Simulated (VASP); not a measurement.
**From VASP inputs to Ansatz: RbCl (strained rocksalt)**

INCAR

```
PREC = Accurate
LCHARG = .FALSE.
METAGGA = R2SCAN
SIGMA = 0.01
EDIFF = 1E-7
LASPH = .TRUE.
ISMEAR = 0
LWAVE = .FALSE.
NELM = 120
ENCUT = 520
ALGO = Normal
NBANDS = 15
ISIF = 2
IBRION = -1
LREAL = .FALSE.
NSW = 0
```

KPOINTS

```
KPOINTS created by Atomic Simulation Environment
0
Gamma
6 6 6
0 0 0
```

KPOINTS_OPT

```
special points
6
Reciprocal
0.0000000000 0.0000000000 0.0000000000 1
0.5000000000 0.0000000000 0.5000000000 1
0.6250000000 0.2500000000 0.6250000000 1
0.3750000000 0.3750000000 0.7500000000 1
0.5000000000 0.5000000000 0.5000000000 1
0.5000000000 0.2500000000 0.7500000000 1
```

POSCAR

```
Rb Cl
 1.0000000000000000
     0.0000000000000000    3.1735803057999998    3.1735803057999998
     3.1735803057999998    0.0000000000000000    3.1735803057999998
     3.1735803057999998    3.1735803057999998    0.0000000000000000
 Rb  Cl
   1   1
Cartesian
  0.0000000000000000  0.0000000000000000  0.0000000000000000
  3.1735803057999998  3.1735803057999998  3.1735803057999998
```

VASP ran with the recommended PBE PAW datasets (16 valence electrons in the cell).

Task: Write an Ansatz input for this cell and level of theory.

Result: 

```yaml
crystal:
  lattice:
    - [0.0, 3.1735803058, 3.1735803058]
    - [3.1735803058, 0.0, 3.1735803058]
    - [3.1735803058, 3.1735803058, 0.0]
  atoms:
    - { symbol: Rb, position: [0.0, 0.0, 0.0] }
    - { symbol: Cl, position: [0.5, 0.5, 0.5] }
kpoints:
  mp_grid: { grid: [6, 6, 6] }
  band_path:
    path:
      - [0.0, 0.0, 0.0]
      - [0.5, 0.0, 0.5]
      - [0.625, 0.25, 0.625]
      - [0.375, 0.375, 0.75]
      - [0.5, 0.5, 0.5]
      - [0.5, 0.25, 0.75]
    npoints: 1
hamiltonian:
  xc: r2scan
scf:
  occupations: { method: fixed }
  n_extra_bands: 4
output:
  forces: true
  stress: true
  eigenvalues: true
  write_density: true
  write_potential: true
  elf: true
  volumetric_format: npy
```

Other inputs would serve too.

```json
{"": "gap between bands v and c", "VASP": "5.98 eV", "Ansatz": "5.98 eV"}
{"": "least direct gap", "VASP": "5.98 eV", "Ansatz": "5.98 eV"}
{"": "pressure", "VASP": "2.8 GPa", "Ansatz": "2.8 GPa"}
```

Datasets and cutoffs are each program's own. VASP's cell holds 16 valence electrons and Ansatz's 16. Ansatz's stress includes a Pulay correction; VASP's doesn't.
